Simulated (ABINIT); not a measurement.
Crystal: GaN.

```
Ga N
1.0
     3.18000    0.00000    0.00000
    -1.59000    2.75396    0.00000
     0.00000    0.00000    5.16600
Ga N
2 2
Direct
  0.66667 0.33333 0.50000
  0.33333 0.66667 0.00000
  0.66667 0.33333 0.87500
  0.33333 0.66667 0.37500
```

| Quantity | Value |
| --- | --- |
| Program | ABINIT 10.8.3 (patched build) |
| Task | relaxation of cell and atoms |
| Functional | LDA |
| Potentials or basis | PseudoDojo NC SR LDA v0.4.1 standard |
| Cutoff | 1143 eV |
| k mesh | 8 × 8 × 4 |
| Occupations | fermi-dirac, width 0.05 eV |
| Spin | no spin polarisation |

At the start: pressure -4.7 GPa; volume 11.31 Å³/atom.

Q: How do energy, volume and symmetry change on relaxing?

A: Over 9 steps the energy falls by 4.6 meV/atom and the volume is 11.04 Å³/atom (-2.4 %); space group P6_3mc (No. 186, to 0.05 Å).

The path:
```tsv
step	energy change (eV)	largest force (eV/Å)	pressure (GPa)	volume (Å³)
1	0.0000	0.1254	-4.73	45.24
2	-0.0149	0.0738	-2.01	44.59
3	-0.0182	0.0194	0.12	44.11
4	-0.0182	0.0152	0.02	44.14
5	-0.0183	0.0064	-0.03	44.15
6	-0.0183	0.0013	-0.03	44.15
7	-0.0183	0.0014	-0.01	44.14
8	-0.0183	0.0009	0.00	44.14
9	-0.0183	0.0002	0.00	44.14
```

Final structure:
```yaml
crystal:
  lattice:
    - [3.15034, 0.00000, 0.00000]
    - [-1.57517, 2.72827, 0.00000]
    - [0.00000, 0.00000, 5.13568]
  atoms:
    - { symbol: Ga, position: [0.66667, 0.33333, 0.49929] }
    - { symbol: Ga, position: [0.33333, 0.66667, 0.99929] }
    - { symbol: N, position: [0.66667, 0.33333, 0.87571] }
    - { symbol: N, position: [0.33333, 0.66667, 0.37571] }
```
